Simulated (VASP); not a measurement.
# Mg (Cmce) in VASP: a series of runs, part 2 of 2

VASP 6.6.1. The steps go on from the part before.

**3. Single point, PBEsol**

This run uses another cell than the first one, of 23.50 Å³/atom, 1.003 times its volume.

Contents of INCAR:

```
SYSTEM = Mg
  ALGO = Normal
  EDIFF = 1E-6
  ENCUT = 520
  GGA = PS
  ISIF = 2
  ISMEAR = 0
  LASPH = .True.
  LCHARG = .True.
  LELF = .True.
  LREAL = .False.
  LVHAR = .True.
  LWAVE = .False.
  NBANDS = 12
  NELM = 100
  PREC = Accurate
  SIGMA = 0.1
```

Contents of KPOINTS:

```
k-points
0
Gamma
  6 6 2
  0 0 0
```

Contents of POSCAR:

```
Mg
1.0
    2.9767141551     -1.9673803410      0.0000000000
    2.9767141551      1.9673803410      0.0000000000
    0.0000000000      0.0000000000      8.0254347173
Mg
4
Direct
    0.8500000000      0.1500000000      0.1170000000
    0.6500000000      0.3500000000      0.6170000000
    0.1500000000      0.8500000000      0.8830000000
    0.3500000000      0.6500000000      0.3830000000
```

Potentials or basis: VASP PAW PBE potentials, release 64 (Mg).

Command:

```bash
cat potpaw_PBE.64/Mg/POTCAR > POTCAR
mpirun -np 1 vasp_std > vasp.out
```

OUTCAR:

```text
SYSTEM = Mg
   EDIFF = 1E-6
   ENCUT = 520
   GGA = PS
   ISIF = 2
   ISMEAR = 0
   LASPH = .True.
   LREAL = .False.
   NELM = 100
   PREC = Accurate

 ion  position               nearest neighbor table
   1  0.850  0.150  0.117-   3 2.22   4 2.90   4 2.90   3 3.33   3 3.61   3 3.61
   2  0.650  0.350  0.617-   4 2.22   3 2.90   3 2.90   4 3.33   4 3.61   4 3.61
   3  0.150  0.850  0.883-   1 2.22   2 2.90   2 2.90   1 3.33   1 3.61   1 3.61
   4  0.350  0.650  0.383-   2 2.22   1 2.90   1 2.90   2 3.33   2 3.61   2 3.61

  LATTYP: Found a base centered orthorhombic cell.
 ALAT       =     3.9347606820
 B/A-ratio  =     1.5130344108
 C/A-ratio  =     2.0396246089

  Lattice vectors:

 A1 = (  -2.9767141551,  -1.9673803410,   0.0000000000)
 A2 = (   2.9767141551,  -1.9673803410,   0.0000000000)
 A3 = (   0.0000000000,   0.0000000000,   8.0254347173)

Analysis of symmetry for initial positions (statically):
=====================================================================
 Subroutine PRICEL returns:
 Original cell was already a primitive cell.

 Routine SETGRP: Setting up the symmetry group for a
 base centered orthorhombic supercell.

 Subroutine GETGRP returns: Found  8 space group operations
 (whereof  4 operations were pure point group operations)
 out of a pool of  8 trial point group operations.

The static configuration has the point symmetry C_2h.
 The point group associated with its full space group is D_2h.

Analysis of symmetry for dynamics (positions and initial velocities):
=====================================================================
 Subroutine PRICEL returns:
 Original cell was already a primitive cell.

 Routine SETGRP: Setting up the symmetry group for a
 base centered orthorhombic supercell.

 Subroutine GETGRP returns: Found  8 space group operations
 (whereof  4 operations were pure point group operations)
 out of a pool of  8 trial point group operations.

The dynamic configuration has the point symmetry C_2h.
 The point group associated with its full space group is D_2h.

 Subroutine INISYM returns: Found  8 space group operations
 (whereof  4 operations are pure point group operations),
 and found     1 'primitive' translations

----------------------------------------------------------------------------------------

                                     Primitive cell

  volume of cell :      93.9992

  direct lattice vectors                    reciprocal lattice vectors
     2.976714155 -1.967380341  0.000000000     0.167970445 -0.254145063  0.000000000
     2.976714155  1.967380341  0.000000000     0.167970445  0.254145063  0.000000000
     0.000000000  0.000000000  8.025434717     0.000000000  0.000000000  0.124603842

  length of vectors
     3.568110504  3.568110504  8.025434717     0.304637134  0.304637134  0.124603842

  position of ions in fractional coordinates (direct lattice)
     0.850000000  0.150000000  0.117000000
     0.650000000  0.350000000  0.617000000
     0.150000000  0.850000000  0.883000000
     0.350000000  0.650000000  0.383000000

  ion indices of the primitive-cell ions
   primitive index   ion index
                 1           1
                 2           2
                 3           3
[... 56 lines left out ...]
   number of dos      NEDOS =    301   number of ions     NIONS =      4
   total plane-waves  NPLWV =  47040
   dimension x,y,z NGX =    28 NGY =   28 NGZ =   60
   dimension x,y,z NGXF=    56 NGYF=   56 NGZF=  120
   ions per type =               4
   NGX,Y,Z   is equivalent  to a cutoff of  13.05, 13.05, 12.43 a.u.
   NGXF,Y,Z  is equivalent  to a cutoff of  26.09, 26.09, 24.86 a.u.
 SYSTEM =  Mg
   PREC   = accura    normal or accurate (medium, high low for compatibility)
   ISTART =      0    job   : 0-new  1-cont  2-samecut
   ICHARG =      2    charge: 1-file 2-atom 10-const
   ISPIN  =      1    spin polarized calculation?
   LNONCOLLINEAR =      F non collinear calculations
   LSORBIT =      F    spin-orbit coupling
   LASPH  =      T    aspherical Exc in radial PAW
   ENCUT  =  520.0 eV  38.22 Ry    6.18 a.u.   6.63  6.63 14.92*2*pi/ulx,y,z
   NELM   =    100;   NELMIN=  2; NELMDL= -5     # of ELM steps
   EDIFF  = 0.1E-05   stopping-criterion for ELM
   LREAL  =      F    real-space projection
   EDIFFG = 0.1E-04   stopping-criterion for IOM
   NSW    =      0    number of steps for IOM
   IBRION =     -1    ionic relax: 0-MD 1-quasi-New 2-CG
   NFREE  =      0    steps in history (QN), initial steepest desc. (CG)
   ISIF   =      2    stress and relaxation
   ISYM   =      2    0-nonsym 1-usesym 2-fastsym
   POTIM  = 0.5000    time-step for ionic-motion
   TEBEG  =    0.0;   TEEND  =   0.0 temperature during run
   PSTRESS=    0.0 pullay stress
   NELECT =       8.0000    total number of electrons
   NUPDOWN=      -1.0000    fix difference up-down
   EMIN   =  10.00;   EMAX   =-10.00  energy-range for DOS
   EFERMI =   0.00;   METHOD = LEGACY
   ISMEAR =     0;   SIGMA  =   0.10  broadening in eV -4-tet -1-fermi 0-gaus
   EFERMI_NEDOS =   21; number of points for ismear=-14 and -15
   IALGO  =     38    algorithm
   IMIX   =      4    mixing-type and parameters
     AMIX     =   0.40;   BMIX     =  1.00
     AMIX_MAG =   1.60;   BMIX_MAG =  1.00
  volume/ion in A,a.u.               =      23.50       158.58
  Fermi-wavevector in a.u.,A,eV,Ry     =   0.720107  1.360804  7.055350  0.518554
  Thomas-Fermi vector in A             =   1.809474
   LORBIT       =      0    0 simple, 1 ext, 2 COOP (PROOUT), +10 PAW based schemes
   GGA     = PS    functional components
   LHFCALC =     F    Hartree Fock is set to
   AEXX    =    0.0000 exact exchange contribution
   IVDW    =     0    specifies the selected vdW correction
   LEPSILON=     F    determine dielectric tensor
   LRPA    =     F    only Hartree local field effects (RPA)
 non-spin polarized calculation
 Gauss-broadening in eV      SIGMA  =   0.10
  energy-cutoff  :      520.00
  volume of cell :       94.00
 maximum number of plane-waves:      2560
 NGX is ok and might be reduce to    28
   NGX = 13   NGY = 13   NGZ = 29

 number of electron       8.0000000 magnetization

 Free energy of the ion-electron system (eV)
  ---------------------------------------------------
  ext. energy  EPLUGINS =         0.00000000
  ---------------------------------------------------
  free energy    TOTEN  =        -3.87262932 eV

  energy without entropy =       -3.86470994  energy(sigma->0) =       -3.86866963

 E-fermi :   2.4270     XC(G=0):  -8.4223

 val. band max:        2.4164044051   @ k =   0.5000   0.1667   0.0000
 cond. band min:       2.4806148061   @ k =   0.3333   0.3333   0.5000
 fundamental gap:      0.0642104011
 Fermi energy:         2.4269529624

 k-point     1 :       0.0000    0.0000    0.0000
  band No.  band energies     occupation
      1      -4.3682      2.00000
      2      -2.1953      2.00000
      3      -1.9111      2.00000
      4       3.9299      0.00000
      5       5.1409      0.00000
      6       8.0902      0.00000
      7       8.7615      0.00000
      8       8.8385      0.00000
      9       9.2567      0.00000
     10      10.1375      0.00000
     11      10.2428      0.00000
     12      10.7204      0.00000
[... 331 lines left out ...]
 k-point    24 :       0.5000    0.3333    0.5000
  band No.  band energies     occupation
      1      -0.6522      2.00000
      2      -0.6522      2.00000
      3       2.0664      2.00000
      4       2.0664      2.00000
      5       2.7210      0.00003
      6       2.7210      0.00003
      7       3.8825      0.00000
      8       3.8825      0.00000
      9       6.3384      0.00000
     10       6.3384      0.00000
     11       7.1747      0.00000
     12       7.1747      0.00000

 [... further k-points ...]

------------------------ aborting loop because EDIFF is reached ----------------------------------------

  FORCE on cell =-STRESS in cart. coord.  units (eV):
  Direction    XX          YY          ZZ          XY          YZ          ZX
  --------------------------------------------------------------------------------------
  -------------------------------------------------------------------------------------
  Total       -4.3962677      3.2221187     12.9378560      0.0000000     -0.0000000      0.0000000
  in kB      -74.9325814     54.9196931    220.5204511      0.0000000     -0.0000000      0.0000000
  external PRESSURE =      66.8358543 kB  Pullay stress =       0.0000000 kB

 VOLUME and BASIS-vectors are now :
 -----------------------------------------------------------------------------
  energy-cutoff  :      520.00
  volume of cell :       94.00
      direct lattice vectors                 reciprocal lattice vectors
     2.976714155 -1.967380341  0.000000000     0.167970445 -0.254145063  0.000000000
     2.976714155  1.967380341  0.000000000     0.167970445  0.254145063  0.000000000
     0.000000000  0.000000000  8.025434717     0.000000000  0.000000000  0.124603842

 POSITION                                       TOTAL-FORCE (eV/Angst)
 -----------------------------------------------------------------------------------
      2.97671     -1.37717      0.93898         0.000000      2.326028      2.769209
      2.97671     -0.59021      4.95169         0.000000     -2.326028      2.769209
      2.97671      1.37717      7.08646         0.000000     -2.326028     -2.769209
      2.97671      0.59021      3.07374         0.000000      2.326028     -2.769209
 -----------------------------------------------------------------------------------
    total drift:                               -0.000000      0.000000     -0.000000

  FREE ENERGIE OF THE ION-ELECTRON SYSTEM (eV)
  ---------------------------------------------------
  free  energy   TOTEN  =        -3.8726293217 eV

  energy  without entropy=       -3.8647099436  energy(sigma->0) =       -3.86866963
```

Run time: 14 s. Hardware: 1 thread of Intel Xeon 6975P-C (Granite Rapids), shared host; peak memory 0.19 GiB.

What came out:

```
Free energy            : -3.8726 eV
Pressure               : 6.7 GPa
Largest force          : 3.616 eV/Å
Band gap on the k mesh : none (metal or under the smearing width)
```

Forces on the atoms (eV/Å):
```
Mg   0.000  2.326  2.769
Mg   0.000 -2.326  2.769
Mg   0.000 -2.326 -2.769
Mg   0.000  2.326 -2.769
```

Caveat: the k mesh is coarse (spacing up to 0.39 Å⁻¹), so the values aren't converged; the PAW data sets were made with another functional, which shifts forces and pressure a little.
